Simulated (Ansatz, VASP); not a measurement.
## Two plane-wave programs on ZnS

```
Zn S
1.0
     0.00000    2.76530    2.76530
     2.76530    0.00000    2.76530
     2.76530    2.76530    0.00000
Zn S
1 1
Direct
  0.00000 0.00000 0.00000
  0.75000 0.75000 0.75000
```

Alike in both runs: task single point; functional PBEsol; k mesh 8 × 8 × 8; occupations gaussian, width 0.02 eV; no spin polarisation.

|  | VASP | Ansatz |
| --- | --- | --- |
| version | VASP 6.6.1 | Ansatz 0.2.0 |
| potentials or method | VASP PAW PBE potentials, release 64 (Zn, S) | scalar-relativistic, plane waves, PAW |
| plane-wave cutoff (eV) | 520 | 420 |
| valence electrons in the cell | 18 | 18 |

```tsv
	VASP	Ansatz	Ansatz less VASP
gap on the k mesh at the Fermi level (eV)	1.69	1.68	-0.002
least direct gap on the mesh (eV)	1.69	1.68	-0.002
pressure (GPa)	-6.0	-6.1	-0.15
```

Caveats: the PAW data sets were made with another functional, which shifts forces and pressure a little (VASP).
